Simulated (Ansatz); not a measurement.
NaCl: a film clamped to a substrate

All numbers below come from DFT PBE, scalar-relativistic, plane waves, PAW in Ansatz 0.2.0. Cutoff 420 eV, Γ-centred 6×6×6 k-points, Gaussian smearing of 0.05 eV. No spin polarisation. Energies are free energies at this smearing, counted from the undisturbed cell; pressure is positive in compression.

Zero of the scan (as given, not relaxed at this level; it stands at 0.1 GPa; this CsCl-type form isn't the usual structure):

```
Na Cl
1.0
     3.50219    0.00000    0.00000
     0.00000    3.50219    0.00000
     0.00000    0.00000    3.50219
Na Cl
1 1
Cartesian
  0.0000 0.0000 0.0000
  1.7511 1.7511 1.7511
```

The cell (2 atoms, V0 = 42.96 Å³) is strained by p along both x and y and by q along z, fractional coordinates fixed. τp = (1/V0) ∂E/∂p = (σxx + σyy)(1 + p)(1 + q) and τq = (1/V0) ∂E/∂q = σzz(1 + p)², with tension positive.

| p | q | ΔE (meV/atom) | τp (GPa) | τq (GPa) |
| --- | --- | --- | --- | --- |
| 0.000 | 0.000 | 0.00 | -0.22 | -0.11 |
| -0.025 | 0.000 | 7.70 | -4.52 | -0.21 |
| 0.025 | 0.000 | 5.37 | 3.31 | -0.13 |
| 0.000 | -0.025 | 3.76 | -0.29 | -2.19 |
| 0.000 | 0.025 | 2.71 | -0.21 | 1.68 |

Problem. Get the second derivatives of the energy density.

Solution. Central differences give A = ∂τp/∂p = 157 GPa (C11 + C22 + 2 C12), C = ∂τq/∂q = 77 GPa (C33) and the cross term B = ∂τq/∂p = 1.7 GPa (C13 + C23); ∂τp/∂q = 1.6 GPa must equal B, and any difference shows higher-order terms. The ions are clamped. In a cubic crystal C11 = C = 77, C12 = B/2 = 0.8 GPa and A should be 2(C11 + C12) = 157 GPa; the bulk modulus is (C11 + 2 C12)/3 = 26.4 GPa.

Problem. A film of this crystal grows with z along the normal on a substrate that imposes p. How does its thickness respond, and what does the misfit cost?

Solution. Count p and q from the stress-free cell. A free surface needs τq = 0, so q = −(B/C) p = -0.02 p. The energy density left is (A − B²/C) p²/2 = M p², with the biaxial modulus M = 78 GPa; a misfit of 1 % costs 1.05 meV/atom, against 1.05 meV/atom if the thickness were held.

At p = -0.050 the energies along q are 49.8 (q = -0.050), 36.5 (q = -0.025), 31.3 (q = 0.000), 33.2 (q = 0.025), 41.1 (q = 0.050) meV/atom.

Problem. Does the linear rule hold at this misfit?

Solution. A parabola through the lowest point and its neighbours has its minimum at q = 0.006, 31.1 meV/atom. With the stress left in the starting cell, τp0 and τq0, linear elasticity gives q = −(τq0 + Bp)/C = 0.003 and E = V0(τp0 p + τq0 q + Ap²/2 + Bpq + Cq²/2)/N = 27.7 meV/atom. The energies differ by more than a tenth, so the quadratic law fails here: the gap holds the anharmonic part, with some error from the wide steps. Cubic terms also shift the vertex of so wide a parabola.